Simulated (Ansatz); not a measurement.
# Preparing GaP (F-43m) as a host crystal, part 2 of 2

Before any defect goes in: GaP (F-43m) at rest, and how it screens a charge.

Ansatz 0.2.0; plane-wave PAW DFT, PBEsol; relaxation of the host's cell and atoms; PAW set soft_1 (the session's first sound run).

So far, mean electronic dielectric tensor: step 3 (dielectric tensors of the host) 10.6.

## 5. Defect free supercell at the zone centre

Level of this step: plane-wave PAW DFT, PBEsol; single point of the defect-free host, a test of the k-point sampling; PAW set soft_1 (Ansatz).

The supercell is run at the zone centre, to see how far that sampling misses the dense mesh.

System of this step: GaP (F-43m). The cell holds 250 atoms: 125 Ga and 125 P. Cell: a = 19.229 Å, b = 19.229 Å, c = 19.229 Å, α = 60.0°, β = 60.0°, γ = 60.0°.

Input file pristine.sampling_gamma/input.yaml:

```yaml
crystal:
  lattice:
    - [0.0, 13.5972163073, 13.5972163073]
    - [13.5972163073, 0.0, 13.5972163073]
    - [13.5972163073, 13.5972163073, 0.0]
  atoms:
    - { symbol: Ga, position: [0.0, 0.0, 0.0] }
    - { symbol: P, position: [0.15, 0.15, 0.15] }
    - { symbol: Ga, position: [0.0, 0.0, 0.2] }
    - { symbol: P, position: [0.15, 0.15, 0.35] }
    - { symbol: Ga, position: [0.0, 0.0, 0.4] }
    - { symbol: P, position: [0.15, 0.15, 0.55] }
    - { symbol: Ga, position: [0.0, 0.0, 0.6] }
    - { symbol: P, position: [0.15, 0.15, 0.75] }
    - { symbol: Ga, position: [0.0, 0.0, 0.8] }
    - { symbol: P, position: [0.15, 0.15, 0.95] }
    - { symbol: Ga, position: [0.0, 0.2, 0.0] }
    - { symbol: P, position: [0.15, 0.35, 0.15] }
    - { symbol: Ga, position: [0.0, 0.2, 0.2] }
    - { symbol: P, position: [0.15, 0.35, 0.35] }
    - { symbol: Ga, position: [0.0, 0.2, 0.4] }
    - { symbol: P, position: [0.15, 0.35, 0.55] }
    - { symbol: Ga, position: [0.0, 0.2, 0.6] }
    - { symbol: P, position: [0.15, 0.35, 0.75] }
    - { symbol: Ga, position: [0.0, 0.2, 0.8] }
    - { symbol: P, position: [0.15, 0.35, 0.95] }
    - { symbol: Ga, position: [0.0, 0.4, 0.0] }
    - { symbol: P, position: [0.15, 0.55, 0.15] }
    - { symbol: Ga, position: [0.0, 0.4, 0.2] }
    - { symbol: P, position: [0.15, 0.55, 0.35] }
    - { symbol: Ga, position: [0.0, 0.4, 0.4] }
    - { symbol: P, position: [0.15, 0.55, 0.55] }
    - { symbol: Ga, position: [0.0, 0.4, 0.6] }
    - { symbol: P, position: [0.15, 0.55, 0.75] }
    - { symbol: Ga, position: [0.0, 0.4, 0.8] }
    - { symbol: P, position: [0.15, 0.55, 0.95] }
[... 214 atom lines left out ...]
    - { symbol: Ga, position: [0.8, 0.8, 0.4] }
    - { symbol: P, position: [0.95, 0.95, 0.55] }
    - { symbol: Ga, position: [0.8, 0.8, 0.6] }
    - { symbol: P, position: [0.95, 0.95, 0.75] }
    - { symbol: Ga, position: [0.8, 0.8, 0.8] }
    - { symbol: P, position: [0.95, 0.95, 0.95] }
basis:
  ecutwfc: 420
  xc_grid: 2
hamiltonian:
  xc: pbesol
  pseudopotentials: { kind: paw, azcp: { folder: soft_1 }, xc_functional: pbe }
kpoints:
  mp_grid: { grid: [1, 1, 1] }
scf:
  occupations: { method: fermi_dirac, width: 0.01 }
  max_iter: 100
  lower_state_search: "off"
checkpoint:
  write: "../pristine.sampling_gamma.run"
  compress: false
  write_wavefunctions: false
  write_every: 100000
```

Run with:

```sh
$ ansatz run input.yaml --threads 32 --pin off --max-ram 84787MiB --backend cuda --events-out ev --progress --plain --runs-dir out --max-vram 78GiB
```

Numbers of over 12 decimals in the logs are rounded to 6 here.

What it wrote:

```text
[...]
GPU FFT provider: cuFFT
GPU libraries: cuBLAS 13.8.1, cuFFT 12.4.0, cuSOLVER 12.3.2
[...]
Crystal: 250 atoms, lattice volume = 5027.823 Å³
Basis set: ecut = 420 eV, 98213 PW (Γ), exchange–correlation on 270×270×270 points (8 copies of the dense FFT grid, shifted against one another)
Bands: 1375, of which v1, the nominal top of the filled ones, is band 1125 counted from 1 (1124 counted from 0)
Symmetry: 3000 space group operations
[...]
k-points: 1
[...]
GPU buffer pool allocated for 2460375 grid points (all kernels)
[...]
SCF iter   1: F=—  HF=-560522.447144 eV  |Δ(HF+E_count)|=         —  Δρ=4.55e-2  dr2=8.16e1  Hψ=5337
[...]
SCF iter   5: F=—  HF=-560501.498229 eV  |Δ(HF+E_count)|=   4.02e-2  Δρ=8.75e-4  dr2=3.93e-2  Hψ=2274
automatic band count: iteration 5 solves 1304 bands in place of 1375: the levels show a gap, and the empty bands left out lie too high to hold charge; the band table lists the bands solved (type scf.n_extra_bands for more)
SCF iter   6: F=—  HF=-560501.524654 eV  |Δ(HF+E_count)|=   2.64e-2  Δρ=9.32e-5  dr2=4.43e-4  Hψ=2280
[...]
SCF iter   9: F=-560501.531083 eV  HF=-560501.531083 eV  |Δ(HF+E_count)|=   9.64e-7  Δρ=7.52e-7  dr2=3.02e-8  Hψ=3558
SCF 1 converged in 9 iterations: F = -560501.531083 eV  dr2 = 3.02e-8
[...]
SCF converged after 9 iterations
Free energy (F): -560501.531083 eV
[...]
Internal energy: -560501.531083 eV  (E = F + TS)
E sigma→0 (E₀):  -560501.531083 eV
Fermi energy:    7.806460 eV
[...]
```

The job ended after 3 s (1 × NVIDIA GB200 with 32 threads of Arm Neoverse V2, shared host; peak memory 1.6 GiB; 7.5 s of CPU time).

## 6. Defect free supercell at the quarter point

The supercell is run at one point off the zone centre, to see how far that sampling misses the dense mesh.

pristine.sampling_quarter/input.yaml, as its differences from pristine.sampling_gamma/input.yaml of step 5:

```diff
@@ -50,3 +50,3 @@
 kpoints:
-  mp_grid: { grid: [1, 1, 1] }
+  mp_grid: { grid: [1, 1, 1], shift: [0.25, 0.25, 0.25] }
 scf:
@@ -56,3 +56,3 @@
 checkpoint:
-  write: "../pristine.sampling_gamma.run"
+  write: "../pristine.sampling_quarter.run"
   compress: false
```

What it wrote:

```text
[...]
GPU FFT provider: cuFFT
GPU libraries: cuBLAS 13.8.1, cuFFT 12.4.0, cuSOLVER 12.3.2
[...]
Crystal: 250 atoms, lattice volume = 5027.823 Å³
Basis set: ecut = 420 eV, 98213 PW (Γ), exchange–correlation on 270×270×270 points (8 copies of the dense FFT grid, shifted against one another)
Bands: 1375, of which v1, the nominal top of the filled ones, is band 1125 counted from 1 (1124 counted from 0)
Symmetry: 750 space group operations
k-points: 1
[...]
GPU buffer pool allocated for 2460375 grid points (all kernels)
[...]
GPU projectors: on the FFT box's points about the atoms, with room for 1931875 of them (8 bands a pass); [...]
[...]
SCF iter   1: F=—  HF=-560524.943396 eV  |Δ(HF+E_count)|=         —  Δρ=4.51e-2  dr2=7.96e1  Hψ=5942
[...]
SCF iter   9: F=-560504.708746 eV  HF=-560504.708746 eV  |Δ(HF+E_count)|=   7.70e-7  Δρ=7.25e-7  dr2=3.10e-8  Hψ=3558
SCF 1 converged in 9 iterations: F = -560504.708746 eV  dr2 = 3.10e-8
[...]
SCF converged after 9 iterations
Free energy (F): -560504.708746 eV
[...]
Internal energy: -560504.708746 eV  (E = F + TS)
E sigma→0 (E₀):  -560504.708746 eV
Fermi energy:    7.820715 eV
[...]
```

Run time: 4.2 s. Hardware: 1 × NVIDIA GB200 with 32 threads; peak memory 1.9 GiB; 8.9 s of CPU time.

## 7. Results

```yaml
primitive_cell_vectors_lengths: 3.846, 3.846, 3.846 Å
electronic_dielectric_constant: 10.63
static_dielectric_constant: 12.62
gap_on_the_k_mesh_of_the_response_run_pbesol: 1.50 eV
energy_an_atom_at_the_zone_centre_alone_less_that_on_the_dense_mesh: 0.024 eV
energy_an_atom_at_one_point_at_less_that_on_the_dense_mesh: 0.011 eV
```

What this shows: Step 2: The cell shrank by 0.7 % in volume. The k-mesh can miss the band edges, so this gap is an upper bound at this level. All at zero temperature.

[Logs are printed without paths, hosts, clocks, repeated set-up lines and the standing remarks that a program may print on its own settings, such as how far it seeks lower states.]

[Hosts, paths, dates, database ids (printed as entryN), source tags and the programs' standing remarks are cut or masked in the printed files.]

[Runs of the host that timed out are not shown.]

[For some hosts the program warned that the k-mesh of the response run may be too coarse for force constants and the static dielectric constant; such warnings are not always shown.]

[The program warned that the k-mesh of a response run behind this text may be too coarse: force constants, and the static dielectric constant and all else formed from them, are not shown converged.]
